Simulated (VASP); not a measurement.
# H2Os (P4/mmm) in VASP: settings compared

One crystal, H2Os, is run at these levels: HSE(alpha, omega); tasks: single point.

All numbers are computed with VASP 6.6.1; they aren't measurements. Logs are shortened: lines on timing, memory, paths and dates and some standing lists are left out, and cuts for length are marked.

**1. The structure**

It takes space group P4/mmm (No. 123, tetragonal). Conventional cell: a = 2.492 Å, b = 2.492 Å, c = 4.602 Å, α = 90.00°, β = 90.00°, γ = 90.00°. Around H (site symmetry 4mm) lie 1 H at 0.97 Å. Os (site symmetry 4/mmm) has 2 H at 1.82 Å as nearest neighbours.

The cell was built by a generator and needn't be a form met in nature.

**2. Single point, HSE(alpha, omega)**

POSCAR

```
H2Os
1.0
    2.4917700000      0.0000000000      0.0000000000
    0.0000000000      2.4917700000      0.0000000000
    0.0000000000      0.0000000000      4.6022600000
H Os
2 1
Direct
    0.5000000000      0.5000000000      0.3950400000
    0.5000000000      0.5000000000      0.6049600000
    0.5000000000      0.5000000000      0.0000000000
```

INCAR.step1

```
PREC     = Accurate       # precision mode
ENCUT    = 520            # plane-wave cutoff, eV
EDIFF    = 1E-5           # SCF threshold, eV
ISMEAR   = -1             # smearing method
SIGMA    = 0.05           # smearing width, eV
LREAL    = False          # projectors in reciprocal space
LASPH    = True           # aspherical terms in the spheres
NELM     = 100            # most SCF steps
ALGO     = Normal         # electronic algorithm
ISIF     = 2              # what is computed and relaxed
LWAVE    = True           # write WAVECAR
LCHARG   = False          # write CHGCAR
GGA      = PE             # functional
```

INCAR.step2

```
PREC     = Accurate       # precision mode
ENCUT    = 520            # plane-wave cutoff, eV
EDIFF    = 1E-7           # SCF threshold, eV
ISMEAR   = -1             # smearing method
SIGMA    = 0.05           # smearing width, eV
LREAL    = False          # projectors in reciprocal space
LASPH    = True           # aspherical terms in the spheres
NELM     = 100            # most SCF steps
ALGO     = Normal         # electronic algorithm
ISIF     = 2              # what is computed and relaxed
LWAVE    = False          # write WAVECAR
LCHARG   = False          # write CHGCAR
GGA      = PE             # functional
LHFCALC  = True           # exact exchange
HFSCREEN = 0.2            # screening, 1/A
AEXX     = 0.25           # exact-exchange fraction
PRECFOCK = Fast         
ISTART   = 1
```

KPOINTS

```
Automatic mesh
0
Gamma
  6 6 3
```

Potentials or basis: VASP PAW PBE potentials, release 64 (H, Os).

Started as:

```console
cat potpaw_PBE.64/H/POTCAR potpaw_PBE.64/Os/POTCAR > POTCAR
cp INCAR.step1 INCAR
mpirun -np 1 vasp_std > vasp.out
cp INCAR.step2 INCAR
mpirun -np 1 vasp_std > vasp.out
```

OUTCAR:

```text
PREC = Accurate
   ENCUT = 520
   EDIFF = 1E-7
   ISMEAR = -1
   LREAL = False
   LASPH = True
   NELM = 100
   ISIF = 2
   GGA = PE
   LHFCALC = True
   HFSCREEN = 0.2
   AEXX = 0.25
   PRECFOCK = Fast
   ISTART = 1

 ion  position               nearest neighbor table
   1  0.500  0.500  0.395-   3 1.82
   2  0.500  0.500  0.605-   3 1.82
   3  0.500  0.500  0.000-   1 1.82   2 1.82

  LATTYP: Found a simple tetragonal cell.
 ALAT       =     2.4917700000
 C/A-ratio  =     1.8469842722

  Lattice vectors:

 A1 = (   2.4917700000,   0.0000000000,   0.0000000000)
 A2 = (   0.0000000000,   2.4917700000,   0.0000000000)
 A3 = (   0.0000000000,   0.0000000000,   4.6022600000)

Analysis of symmetry for initial positions (statically):
=====================================================================
 Subroutine PRICEL returns:
 Original cell was already a primitive cell.

 Routine SETGRP: Setting up the symmetry group for a
 simple tetragonal supercell.

 Subroutine GETGRP returns: Found 16 space group operations
 (whereof 16 operations were pure point group operations)
 out of a pool of 16 trial point group operations.

The static configuration has the point symmetry D_4h.

Analysis of symmetry for dynamics (positions and initial velocities):
=====================================================================
 Subroutine PRICEL returns:
 Original cell was already a primitive cell.

 Routine SETGRP: Setting up the symmetry group for a
 simple tetragonal supercell.

 Subroutine GETGRP returns: Found 16 space group operations
 (whereof 16 operations were pure point group operations)
 out of a pool of 16 trial point group operations.

The dynamic configuration has the point symmetry D_4h.

 Subroutine INISYM returns: Found 16 space group operations
 (whereof 16 operations are pure point group operations),
 and found     1 'primitive' translations

----------------------------------------------------------------------------------------

                                     Primitive cell

  volume of cell :      28.5751

  direct lattice vectors                    reciprocal lattice vectors
     2.491770000  0.000000000  0.000000000     0.401321149  0.000000000  0.000000000
     0.000000000  2.491770000  0.000000000     0.000000000  0.401321149  0.000000000
     0.000000000  0.000000000  4.602260000     0.000000000  0.000000000  0.217284552

  length of vectors
     2.491770000  2.491770000  4.602260000     0.401321149  0.401321149  0.217284552

  position of ions in fractional coordinates (direct lattice)
     0.500000000  0.500000000  0.395040000
     0.500000000  0.500000000  0.604960000
     0.500000000  0.500000000  0.000000000

  ion indices of the primitive-cell ions
   primitive index   ion index
                 1           1
                 2           2
                 3           3

----------------------------------------------------------------------------------------

 KPOINTS: Automatic mesh

Automatic generation of k-mesh.
 Grid dimensions read from file:
 generate k-points for:    6    6    3

 Generating k-lattice:

  Cartesian coordinates                     Fractional coordinates (reciprocal lattice)
     0.066886858  0.000000000  0.000000000     0.166666667  0.000000000  0.000000000
     0.000000000  0.066886858  0.000000000     0.000000000  0.166666667  0.000000000
     0.000000000  0.000000000  0.072428184     0.000000000  0.000000000  0.333333333

  Length of vectors
     0.066886858  0.066886858  0.072428184

  Shift w.r.t. Gamma in fractional coordinates (k-lattice)
     0.000000000  0.000000000  0.000000000

 Subroutine IBZKPT returns following result:
 ===========================================

 Found     20 irreducible k-points:

 Following reciprocal coordinates:
            Coordinates               Weight
  0.000000  0.000000  0.000000      1.000000
  0.166667  0.000000  0.000000      4.000000
  0.333333  0.000000  0.000000      4.000000
  0.500000  0.000000  0.000000      2.000000
  0.166667  0.166667  0.000000      4.000000
  0.333333  0.166667  0.000000      8.000000
[... 12 lines left out ...]
  0.500000  0.333333  0.333333      8.000000
  0.500000  0.500000  0.333333      2.000000
   k-points           NKPTS =     20   k-points in BZ     NKDIM =    108   number of bands    NBANDS=      9
   number of dos      NEDOS =    301   number of ions     NIONS =      3
   total plane-waves  NPLWV =  14400
   dimension x,y,z NGX =    20 NGY =   20 NGZ =   36
   dimension x,y,z NGXF=    40 NGYF=   40 NGZF=   72
   ions per type =               2   1
   NGX,Y,Z   is equivalent  to a cutoff of  13.34, 13.34, 13.00 a.u.
   NGXF,Y,Z  is equivalent  to a cutoff of  26.69, 26.69, 26.01 a.u.
 SYSTEM =  unknown system
   PREC   = accura    normal or accurate (medium, high low for compatibility)
   ISTART =      1    job   : 0-new  1-cont  2-samecut
   ICHARG =      0    charge: 1-file 2-atom 10-const
   ISPIN  =      1    spin polarized calculation?
   LNONCOLLINEAR =      F non collinear calculations
   LSORBIT =      F    spin-orbit coupling
   LASPH  =      T    aspherical Exc in radial PAW
   ENCUT  =  520.0 eV  38.22 Ry    6.18 a.u.   4.63  4.63  8.56*2*pi/ulx,y,z
   NELM   =    100;   NELMIN=  2; NELMDL=  0     # of ELM steps
   EDIFF  = 0.1E-06   stopping-criterion for ELM
   LREAL  =      F    real-space projection
   EDIFFG = 0.1E-05   stopping-criterion for IOM
   NSW    =      0    number of steps for IOM
   IBRION =     -1    ionic relax: 0-MD 1-quasi-New 2-CG
   NFREE  =      0    steps in history (QN), initial steepest desc. (CG)
   ISIF   =      2    stress and relaxation
   ISYM   =      3    0-nonsym 1-usesym 2-fastsym
   POTIM  = 0.5000    time-step for ionic-motion
   TEBEG  =    0.0;   TEEND  =   0.0 temperature during run
   PSTRESS=    0.0 pullay stress
   NELECT =      10.0000    total number of electrons
   NUPDOWN=      -1.0000    fix difference up-down
   EMIN   =  10.00;   EMAX   =-10.00  energy-range for DOS
   EFERMI =   0.00;   METHOD = LEGACY
   ISMEAR =    -1;   SIGMA  =   0.05  broadening in eV -4-tet -1-fermi 0-gaus
   EFERMI_NEDOS =   21; number of points for ismear=-14 and -15
   IALGO  =     38    algorithm
   IMIX   =      1    mixing-type and parameters
     AMIX     =   0.40;   BMIX     =  1.00
     AMIX_MAG =   1.60;   BMIX_MAG =  1.00
  volume/ion in A,a.u.               =       9.53        64.28
  Fermi-wavevector in a.u.,A,eV,Ry     =   1.153663  2.180108 18.108530  1.330939
  Thomas-Fermi vector in A             =   2.290306
   LORBIT       =      0    0 simple, 1 ext, 2 COOP (PROOUT), +10 PAW based schemes
   GGA     = PE    functional components
   LHFCALC =     T    Hartree Fock is set to
   PRECFOCK=fast      Normal, Fast or Accurate (Low or Medium for compatibility)
   ENCUT4O =  -1.0   cutoff for four orbital integrals eV
   NKREDX  =     1    reduce k-point grid by
   NKREDY  =     1    reduce k-point grid by
   NKREDZ  =     1    reduce k-point grid by
   AEXX    =    0.2500 exact exchange contribution
   HFSCREEN=    0.2000 screening length (either q_TF or 0.3 A-1)
   HFSCREENC=   0.2000 screening length for correlation (either q_TF or 0.3 A-1)
   ENCUTFOCK=  -1.0 apply spherical cutoff to Coloumb kernel
   IVDW    =     0    specifies the selected vdW correction
   LEPSILON=     F    determine dielectric tensor
   LRPA    =     F    only Hartree local field effects (RPA)
 non-spin polarized calculation
  energy-cutoff  :      520.00
  volume of cell :       28.58
 maximum number of plane-waves:       789
 NGX is ok and might be reduce to    20
  NGX = 12; NGY = 12; NGZ = 24

 number of electron      10.0000001 magnetization

 Free energy of the ion-electron system (eV)
  ---------------------------------------------------
  ext. energy  EPLUGINS =         0.00000000
  ---------------------------------------------------
  free energy    TOTEN  =       -18.08158088 eV

  energy without entropy =      -18.07398068  energy(sigma->0) =      -18.07778078

 E-fermi :   2.9561     XC(G=0):  -8.8431

 val. band max:        2.8663793627   @ k =   0.3333   0.1667   0.3333
 cond. band min:       3.1425502129   @ k =   0.3333   0.3333   0.0000
 fundamental gap:      0.2761708502
 Fermi energy:         2.9560532905

 k-point     1 :       0.0000    0.0000    0.0000
  band No.  band energies     occupation
      1      -7.9703      2.00000
      2      -5.0610      2.00000
      3      -4.1041      2.00000
      4       2.4784      1.99986
      5       4.1022      0.00000
      6       4.1022      0.00000
      7       6.4899      0.00000
      8       6.5000      0.00000
      9      17.5684      0.00000

 k-point     2 :       0.1667    0.0000    0.0000
  band No.  band energies     occupation
      1      -7.3524      2.00000
      2      -4.3936      2.00000
      3      -2.7700      2.00000
      4       0.8194      2.00000
      5       4.2505      0.00000
      6       4.9592      0.00000
      7       5.2817      0.00000
      8       6.7264      0.00000
      9      14.8233      0.00000

 k-point     3 :       0.3333    0.0000    0.0000
  band No.  band energies     occupation
      1      -6.0655      2.00000
      2      -3.5840      2.00000
      3      -1.3275      2.00000
      4       1.2642      2.00000
      5       3.2667      0.00400
      6       4.5788      0.00000
      7       6.2014      0.00000
      8       7.0862      0.00000
      9      11.0515      0.00000
[... 181 lines left out ...]
 k-point    19 :       0.5000    0.3333    0.3333
  band No.  band energies     occupation
      1      -3.5142      2.00000
      2      -2.8310      2.00000
      3      -1.2706      2.00000
      4       0.1817      2.00000
      5       2.2133      2.00000
      6       4.2510      0.00000
      7       9.6935      0.00000
      8      11.7687      0.00000
      9      13.3019      0.00000

 k-point    20 :       0.5000    0.5000    0.3333
  band No.  band energies     occupation
      1      -4.5266      2.00000
      2      -2.2283      2.00000
      3      -0.8261      2.00000
      4      -0.8261      2.00000
      5       2.5062      1.99975
      6       8.9552      0.00000
      7      11.1304      0.00000
      8      11.1304      0.00000
      9      13.9419      0.00000

------------------------ aborting loop because EDIFF is reached ----------------------------------------

  FORCE on cell =-STRESS in cart. coord.  units (eV):
  Direction    XX          YY          ZZ          XY          YZ          ZX
  --------------------------------------------------------------------------------------
  -------------------------------------------------------------------------------------
  Total       -1.3313822     -1.3313822     -1.1122655      0.0000000      0.0000000      0.0000000
  in kB      -74.6493926    -74.6493926    -62.3637156      0.0000000      0.0000000      0.0000000
  external PRESSURE =     -70.5541669 kB  Pullay stress =       0.0000000 kB

 VOLUME and BASIS-vectors are now :
 -----------------------------------------------------------------------------
  energy-cutoff  :      520.00
  volume of cell :       28.58
      direct lattice vectors                 reciprocal lattice vectors
     2.491770000  0.000000000  0.000000000     0.401321149  0.000000000  0.000000000
     0.000000000  2.491770000  0.000000000     0.000000000  0.401321149  0.000000000
     0.000000000  0.000000000  4.602260000     0.000000000  0.000000000  0.217284552

 POSITION                                       TOTAL-FORCE (eV/Angst)
 -----------------------------------------------------------------------------------
      1.24588      1.24588      1.81808        -0.000000      0.000000      0.032047
      1.24588      1.24588      2.78418         0.000000      0.000000     -0.032047
      1.24588      1.24588      0.00000         0.000000     -0.000000      0.000000
 -----------------------------------------------------------------------------------
    total drift:                               -0.000000     -0.000000     -0.000000

  FREE ENERGIE OF THE ION-ELECTRON SYSTEM (eV)
  ---------------------------------------------------
  free  energy   TOTEN  =       -18.0815808817 eV

  energy  without entropy=      -18.0739806799  energy(sigma->0) =      -18.07778078
```

It took 3 min on 1 thread of Intel Xeon Platinum 8488C (Sapphire Rapids), shared host; peak memory 0.24 GiB.

Results:

| Quantity | Value |
| --- | --- |
| Free energy | -18.0816 eV |
| Pressure | -7.1 GPa |
| Largest force | 0.032 eV/Å |
| Band gap on the k mesh | none (metal or under the smearing width) |

Forces in eV/Å, atoms in the order of the input:
```
H    0.000  0.000  0.032
H    0.000  0.000 -0.032
Os   0.000  0.000  0.000
```

Levels at points of the mesh, in eV from the Fermi level:
| k point | band 1 | band 2 | band 3 | band 4 | band 5 | band 6 | band 7 | band 8 | band 9 |
| --- | --- | --- | --- | --- | --- | --- | --- | --- | --- |
| (0.00, 0.00, 0.00) | -10.93 | -8.02 | -7.06 | -0.48 | 1.15 | 1.15 | 3.53 | 3.54 | 14.61 |
| (0.50, 0.00, 0.00) | -8.26 | -6.13 | -5.13 | -0.59 | 0.62 | 1.81 | 3.91 | 3.93 | 8.68 |
| (0.50, 0.50, 0.00) | -7.50 | -6.45 | -3.68 | -3.68 | 4.47 | 6.00 | 7.12 | 7.12 | 7.25 |

Caveat: the k mesh is coarse (spacing up to 0.46 Å⁻¹), so the values aren't converged, least of all with exact exchange; the PAW data sets were made with another functional, which shifts forces and pressure a little. Spin-orbit coupling is left out, which matters for the levels of Os.

(Part 1 of 2 ends here.)
